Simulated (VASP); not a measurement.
Input of a VASP 6.6.1 run:

The input INCAR:

```
ALGO = Normal
EDIFF = 1E-7
ENCUT = 520
GGA = PE
ISIF = 2
ISMEAR = 0
LASPH = True
LCHARG = True
LELF = True
LREAL = False
LVHAR = True
LWAVE = False
NBANDS = 20
NELM = 100
PREC = Accurate
SIGMA = 0.1
```

The input KPOINTS:

```
k-points
0
Gamma
  14 14 14
```

The input POSCAR:

```
SnO2
1.0
    0.0000000000      2.5227957075      2.5227957075
    2.5227957075      0.0000000000      2.5227957075
    2.5227957075      2.5227957075      0.0000000000
Sn O
1 2
Direct
    0.0000000000      0.0000000000      0.0000000000
    0.2500000000      0.2500000000      0.2500000000
    0.7500000000      0.7500000000      0.7500000000
```

Potentials or basis: VASP PAW PBE potentials, release 64 (Sn_d, O).

Launch:

```bash
$ cat potpaw_PBE.64/Sn_d/POTCAR potpaw_PBE.64/O/POTCAR > POTCAR
$ mpirun -np 1 vasp_std > vasp.out
```

**Question.** What does it give for the pressure?

**Answer.** 13.1 GPa.

**Question.** Predict the band gap on the k mesh.

**Answer.** 0.41 eV, indirect (least direct gap 1.83 eV).

Caveat: spin-orbit coupling is left out, which moves the levels of the heavy elements. A k mesh can miss the band edges.
